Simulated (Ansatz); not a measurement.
Write a Python script for Ansatz 0.2.0, Python API that makes a relaxation of the ions of HfC, space group Fm-3m. Level of theory: RPBE, PAW, cutoff 260 eV, 8×8×8 k-points, cold smearing of 0.1 eV, D3BJATM dispersion.

```yaml
crystal:
  lattice:
    - [0.00000, 2.32500, 2.32500]
    - [2.32500, 0.00000, 2.32500]
    - [2.32500, 2.32500, 0.00000]
  atoms:
    - { symbol: Hf, position: [0.50000, 0.50000, 0.50000] }
    - { symbol: C, position: [0.00000, 0.00000, 0.00000] }
```

`hfc_relax.py`:
```python
'''Ionic relaxation of HfC.'''

import ansatz as az
from ase import Atoms
from ase.io import write
import numpy as np

TOLERANCE = 1e-09
BETA = 0.1
SMEARING = 'cold'
SMEARING_WIDTH = 0.1
CUTOFF_EV = 260
FUNCTIONAL = 'rpbe'
VDW = 'd3bjatm'
FORCE_TOL = 0.01


def main() -> None:
    atoms = Atoms(
        ['Hf', 'C'],
        scaled_positions=[
            (0.5, 0.5, 0.5),
            (0.0, 0.0, 0.0),
        ],
        cell=[
            (0.0, 2.325, 2.325),
            (2.325, 0.0, 2.325),
            (2.325, 2.325, 0.0),
        ],
        pbc=True,
    )
    cell = az.Crystal.from_ase(atoms)

    model = (
        cell.calculation()
        .scf(tolerance=TOLERANCE, lower_state_search='standard')
        .mixing('msr1', beta=BETA)
        .occupations(SMEARING, width=SMEARING_WIDTH)
        .basis(CUTOFF_EV, density_ratio=6)
        .functional(FUNCTIONAL, dispersion=VDW)
        .kpoints(8, center='monkhorst-pack')
        .relax(force_tolerance=FORCE_TOL, max_displacement=0.3, random_displacement=True, displacement_amplitude=0.03, displacement_seed=126)
    )
    steps = []


    def collect(event):
        if event['event'] == 'relax_step':
            steps.append(event['data'])


    done = model.session().plan().execute(on_event=collect)
    data = done.report
    for s in steps:
        flag = '' if s['accepted'] else '  (rejected)'
        print('step %2d  E = %.5f eV  largest force component = %.4f eV/A%s' % (s['step'], s['lagrangian_ev'], s['allowed_force_max_ev_ang'], flag))

    first, last = steps[0], steps[-1]
    symbols = [site.symbol for site in done.lattice.sites]
    print(f'energy gained {first["lagrangian_ev"] - last["lagrangian_ev"]:.4f} eV in {len(steps) - 1} steps')

    relaxed = Atoms(symbols, positions=[site.position_ang for site in done.lattice.sites], cell=done.lattice.cell_ang, pbc=True)
    write('relaxed.vasp', relaxed, format='vasp')

    moved = np.linalg.norm(np.array(last['positions_ang']) - np.array(first['positions_ang']), axis=1)
    print('displacement by atom (A):', ' '.join(f'{s}:{d:.3f}' for s, d in zip(symbols, moved)))

    for key in ('converged', 'n_iterations', 'n_electrons', 'n_kpoints', 'n_pw', 'n_symmetry_ops', 'free_energy_ev', 'fermi_energy_ev'):
        print(f'{key:18s} {data[key]}')


if __name__ == '__main__':
    main()
```

```console
$ python hfc_relax.py
DeckWarning: basis.ecutwfc = 260 eV is below the records' recommended 420 eV, and the density's cutoff is lower with it unless basis.ecutrho_ratio is high enough to keep the records' density cutoff: compare with a run at a higher cutoff
DeckWarning: basis.ecutrho_ratio = 6 (ecutrho = 1560 eV) is below the records' recommended 1680 eV
step  1  E = -15991.34162 eV  largest force component = 0.2717 eV/A
step  2  E = -15991.35172 eV  largest force component = 0.0917 eV/A
step  3  E = -15991.35323 eV  largest force component = 0.0013 eV/A
step  3  E = -15991.35323 eV  largest force component = 0.0013 eV/A
energy gained 0.0116 eV in 3 steps
displacement by atom (A): Hf:0.027 C:0.027
converged          True
n_iterations       7
n_electrons        30.0
n_kpoints          256
n_pw               259
n_symmetry_ops     1
free_energy_ev     -15991.353234306865
fermi_energy_ev    20.214667340111767
```
(Warnings from the package without file and line.)

`relaxed.vasp`, as written:
```text
Hf C
 1.0000000000000000
     0.0000000000000000    2.3250000000000002    2.3250000000000002
     2.3250000000000002    0.0000000000000000    2.3250000000000002
     2.3250000000000002    2.3250000000000002    0.0000000000000000
 Hf  C
   1   1
Cartesian
  2.3181833355194055  2.3274210730026335  2.3149406228392797
 -0.0067172824066124  0.0025787388810596 -0.0098912939939901
```

What to keep in mind:
- The settings weren't tested for convergence.
- The cutoff lies under the one recommended for these potentials.
- Dispersion corrections can be off by several per cent in the lattices of metals, and by several GPa in the pressure at a fixed cell.
- For a metal this k-point mesh is coarse: on a finer one energies can move by several to tens of meV an atom and pressures by half a GPa or more, differences at one mesh by less.
- An absolute Fermi energy rests on an arbitrary zero of the periodic potential and has no direct meaning.
- Energies along a relaxation are free energies. A last row that repeats the one before re-solves the same geometry more tightly.
- The first row is the displaced cell, and groups found at tight tolerances show what the force threshold leaves of the kick.
- Spin-orbit coupling, which matters for elements this heavy, is left out.
- The starting cell is as deposited in a crystallographic database; the results hold for this polymorph, which needn't be the stable one.
- The whole script took 26 s on 1 thread of Arm Neoverse V1 (shared host), peak memory 0.49 GiB.

(Lines on the test bed's own set-up are left out of the output.)
